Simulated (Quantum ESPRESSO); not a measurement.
A run of Quantum ESPRESSO 7.5:

The input run.py:

```python
import numpy as np
from ase.calculators.espresso import Espresso, EspressoProfile
from ase.io import read

atoms = read('POSCAR')
atoms.set_initial_magnetic_moments([2.0, 2.0])

input_data = {
    'control': {'calculation': 'scf', 'prefix': 'pwscf', 'outdir': './tmp', 'tprnfor': True, 'tstress': True, 'disk_io': 'nowf'},
    'system': {'ecutwfc': 55.0, 'ecutrho': 440.0, 'nbnd': 23, 'occupations': 'smearing', 'smearing': 'fd', 'degauss': 0.00367493, 'nspin': 2},
    'electrons': {'conv_thr': 4e-10, 'electron_maxstep': 120, 'mixing_beta': 0.3},
}
pseudopotentials = {'V': 'v_pbe_v1.4.uspp.F.UPF'}
profile = EspressoProfile(command='pw.x', pseudo_dir='pseudo')
dft = Espresso(profile=profile, input_data=input_data, pseudopotentials=pseudopotentials, kpts=(11, 11, 6), koffset=(0, 0, 0))
atoms.calc = dft

print(f'energy {atoms.get_potential_energy():.8f} eV')
print('forces (eV/A)')
print(np.round(atoms.get_forces(), 6))
print('stress (eV/A^3, Voigt)')
print(np.round(atoms.get_stress(), 8))
print(f'Fermi level {dft.get_fermi_level():.4f} eV')
```

Contents of POSCAR:

```
V
1.0
   -1.5130000000      1.5130000000      1.5130000000
    1.5130000000     -1.5130000000      1.5130000000
    3.0260000000      3.0260000000      0.0000000000
V
2
Direct
    0.0043163000      0.0007526200      0.9982878000
    0.4956837000      0.4992473800      0.5017122000
```

Potentials or basis: SSSP 1.3 efficiency PBE.

Command:

```sh
$ OMP_NUM_THREADS=1 python run.py
```

Hardware: 1 thread of Intel(R) Xeon(R) Platinum 8175M CPU @ 2.50GHz (Skylake/Cascade Lake) (shared host).

Question: How long does it take, and how much memory?

Answer: It took 8.3 min on 1 thread of Intel(R) Xeon(R) Platinum 8175M CPU @ 2.50GHz (Skylake/Cascade Lake) (shared host), peak memory 0.47 GiB. Counts: scf iterations 15, k pools 1, bands 23, k points 364, g dense 29185.
